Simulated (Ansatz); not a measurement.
The system is CdSe.

```xyz
2
Lattice="0.0000 2.8740 2.8740 2.8740 0.0000 2.8740 2.8740 2.8740 0.0000" Properties=species:S:1:pos:R:3 pbc="T T T"
Cd    0.0000    0.0000    0.0000
Se    2.8740    2.8740    2.8740
```

Measurements of this composition are mostly on another form, of space group No. 186.

Base run:

| Property | Result |
| --- | --- |
| Program | Ansatz 0.2.0 |
| Functional | revPBE |
| Potentials or basis | Ansatz PAW |
| Cutoff | 420 eV (not typed: the program's choice for these potentials) |
| k mesh | 8 × 8 × 8 |
| Occupations | fermi-dirac, width 0.05 eV |
| Spin | no spin polarisation |

Its results: band gap on the k mesh none (metal or under the smearing width); pressure 1.3 GPa.

After a change of settings the same cell gave: band gap on the k mesh none (metal or under the smearing width); pressure -3.8 GPa. Which change was it?
A. functional from revPBE to LDA
B. functional from revPBE to RPBE
C. functional from revPBE to PBE; occupations from fermi-dirac, width 0.05 eV to gaussian, width 0.011 eV
D. functional from revPBE to PBEsol

D.

PBEsol binds more tightly than revPBE, so the same cell stands under less pressure.

Caveats: the PAW data sets come from PBE, with cores solved anew for the run's functional, which leaves a small shift of forces and pressure.
